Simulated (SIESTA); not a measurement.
The system is C.

```
C
1.0
     2.52210    0.00000    0.00000
    -1.26105    2.18420    0.00000
     0.00000    0.00000   12.35570
C
12
Direct
  0.66667 0.33333 0.35417
  0.33333 0.66667 0.85417
  0.66667 0.33333 0.14583
  0.33333 0.66667 0.64583
  0.66667 0.33333 0.47917
  0.33333 0.66667 0.97917
  0.66667 0.33333 0.02083
  0.33333 0.66667 0.52083
  0.00000 0.00000 0.81250
  0.00000 0.00000 0.31250
  0.00000 0.00000 0.68750
  0.00000 0.00000 0.18750
```

This is a hexagonal form of diamond, not graphite.

Base run:

```yaml
Program: SIESTA 5.4.2
Functional: AM05
Potentials_or_basis: PseudoDojo 0.4 standard (PBEsol files)
Basis: DZP (energy shift 0.003 Ry)
Grid_cutoff: 500 Ry
Energy_shift: 0.003 Ry
k_mesh: 12 × 12 × 3
Occupations: fermi-dirac, width 0.05 eV
Spin: no spin polarisation
```

Its results: band gap on the k mesh 4.39 eV, indirect (least direct gap 5.32 eV); pressure 3.8 GPa; largest force 0.351 eV/Å.

**Question.** After a change of settings the same cell gave: band gap on the k mesh 4.39 eV, indirect (least direct gap 5.34 eV); pressure 5.4 GPa; largest force 0.352 eV/Å. Which change was it?
A. functional from AM05 to PBEsol
B. functional from AM05 to LDA; potentials or basis from PseudoDojo 0.4 standard (PBEsol files) to PseudoDojo 0.4 standard (LDA files)
C. functional from AM05 to RPBE; potentials or basis from PseudoDojo 0.4 standard (PBEsol files) to PseudoDojo 0.4 standard (PBE files)
D. functional from AM05 to vdW-DF-cx; potentials or basis from PseudoDojo 0.4 standard (PBEsol files) to PseudoDojo 0.4 standard (PBE files)

**Answer.** A.

Caveats: the basis of atomic orbitals isn't converged, which shifts pressures, moduli and gaps; the potentials were made for another functional, which shifts forces and pressure (some runs).

Runs at the PBE level aren't shown here.
